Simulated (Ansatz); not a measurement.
PtS2:

```
CELL_PARAMETERS angstrom
3.54320 0.00000 0.00000
-1.77160 3.06850 0.00000
0.00000 0.00000 5.03880
ATOMIC_POSITIONS crystal
Pt 0.00000 0.00000 0.00000
S 0.66667 0.33333 0.77300
S 0.33333 0.66667 0.22700
```

Base run:

| Quantity | Value |
| --- | --- |
| Program | Ansatz 0.2.0 |
| Functional | r2SCANh |
| Potentials or basis | Ansatz PAW |
| Cutoff | 500 eV (not typed: the program's choice for these potentials) |
| k mesh | 5 × 5 × 3 |
| Occupations | fermi-dirac, width 0.05 eV |
| Spin | no spin polarisation |

Its results: band gap on the k mesh 1.95 eV, indirect (least direct gap 2.13 eV); pressure 7.8 GPa; largest force 1.097 eV/Å.

Q: The run is repeated on the same cell with these changes: functional from r2SCANh to r2SCAN50. What comes out?

A: Band gap on the k mesh 3.98 eV, indirect (least direct gap 4.47 eV); pressure 2.2 GPa; largest force 0.580 eV/Å.

Caveats: the k mesh misses the band edges, so the gap on the mesh is wider than the one along the path; spin-orbit coupling is left out, which moves the levels of the heavy elements; the PAW data sets come from PBE, with cores solved anew for the run's functional, which leaves a small shift of forces and pressure; the thresholds are loose for stress; forces of over 1 eV/Å show positions far from the minimum, so gaps and moduli don't describe the material at rest (some runs).
